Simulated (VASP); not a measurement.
Input of a VASP 6.6.1 run:

The input INCAR:

```
SYSTEM = GaAs
PREC = Accurate ; ENCUT = 600
EDIFF = 1E-8 ; ISMEAR = 0
SIGMA = 0.03 ; LREAL = .FALSE.
LASPH = .TRUE. ; NELM = 80
ALGO = Normal ; ISIF = 2
LWAVE = .FALSE. ; LCHARG = .FALSE.
GGA = PE ; LEPSILON = .TRUE.
```

The input KPOINTS:

```
regular mesh
0
G
  10 10 10
  0 0 0
```

The input POSCAR:

```
GaAs                                    
1.0
   -0.0000000000      2.8748945483      2.8748945483
    2.8748945483     -0.0000000000      2.8748945483
    2.8748945483      2.8748945483     -0.0000000000
  Ga              As            
     1     1
Direct
     0.0000000000000000    0.0000000000000000    0.0000000000000000
     0.2500000000000000    0.2500000000000000    0.2500000000000000
```

Potentials or basis: VASP PAW PBE potentials, release 64 (Ga_d, As).

Launch:

```sh
$ cat potpaw_PBE.64/Ga_d/POTCAR potpaw_PBE.64/As/POTCAR > POTCAR
$ mpirun -np 1 vasp_std > vasp.out
```

Q: What does it give for the electronic dielectric tensor (diagonal)?

A: 308.87.

Q: What does it give for the Born charges (mean of the diagonal)?

A: Ga +2.66; As -2.66 e.

Q: Estimate the band gap on the k mesh.

A: 0.15 eV, direct.

Born effective charge tensors (e):
atom 1, Ga
```
2.66 0.00 0.00
0.00 2.66 0.00
0.00 0.00 2.66
```
atom 2, As
```
-2.66  0.00  0.00
 0.00 -2.66  0.00
 0.00  0.00 -2.66
```

Caveat: the gap is small at this level, which inflates the dielectric constant.

**Measured values to compare with.**

From “Evidence of valence band perturbations in GaAsN/GaAs(001): A combined variable-angle spectroscopic ellipsometry and modulated photoreflectance investigation”, 2008, arxiv:0805.2212, for a bulk crystal of GaAs at 300 K: band gap 1.412 ± 0.01 eV (direct).

From a printed reference work, textbook, for a bulk crystal of GaAs at 300 K: high-frequency dielectric constant 10.89.

A measured gap of GaAs is 1.412 eV (direct; 300 K; “Evidence of valence band perturbations in GaAsN/GaAs(001): A combined variable-angle spectroscopic ellipsometry and modulated photoreflectance investigation”, 2008, arxiv:0805.2212); the calculated 0.15 eV misses it by -1.27 eV. So large a miss can be the level of theory's own, or it may mean another phase, state or a wrong row. 3 values of this kind are on record (1.412 to 1.51 eV); this one was drawn at random among those near their median, those with a stated uncertainty first. Spin-orbit coupling on As, Ga is left out. The value is that of PBE, without temperature or zero-point motion. Semilocal functionals fall short of measured gaps as a rule. A measured high-frequency dielectric constant of GaAs is 10.89 (300 K; a printed reference work, textbook); the calculated 308.87 misses it by +2736.3 %. So large a miss can be the level of theory's own, or it may mean another phase, state or a wrong row.
